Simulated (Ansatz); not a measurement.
A run of Ansatz 0.2.0 is set up as follows.

input.yaml

```yaml
crystal:
  lattice:
    - [0.0, 2.82685, 2.82685]
    - [2.82685, 0.0, 2.82685]
    - [2.82685, 2.82685, 0.0]
  atoms:
    - { symbol: As, position: [0.75, 0.75, 0.75] }
    - { symbol: Ga, position: [0.0, 0.0, 0.0] }
hamiltonian:
  xc: blyp
  pseudopotentials: { kind: paw }
  dispersion: d4
kpoints:
  mp_grid: { grid: [8, 8, 8] }
scf:
  occupations: { method: fermi_dirac, width: 0.05 }
output:
  forces: true
  stress: true
relax:
  f_tol: 0.01
  max_steps: 40
  cell: { stress_tol: 0.05 }
```

Potentials or basis: Ansatz PAW.

Launch:

```sh
$ ansatz run input.yaml --threads 2 --pin off --max-ram 5120MiB --backend cpu --events-out ev --progress --plain --runs-dir out
```

(1) Estimate the space group after relaxing (to 0.05 Å).

(2) What does it give for the relaxed cell?

(3) Predict the relaxed volume.

Answers

(1) F-43m (No. 216).

(2) a = 4.013 Å, b = 4.013 Å, c = 4.013 Å, α = 60.00°, β = 60.00°, γ = 60.00°.

(3) 22.85 Å³/atom.

Caveat: the PAW data sets come from PBE, with cores solved anew for the run's functional, which leaves a small shift of forces and pressure.
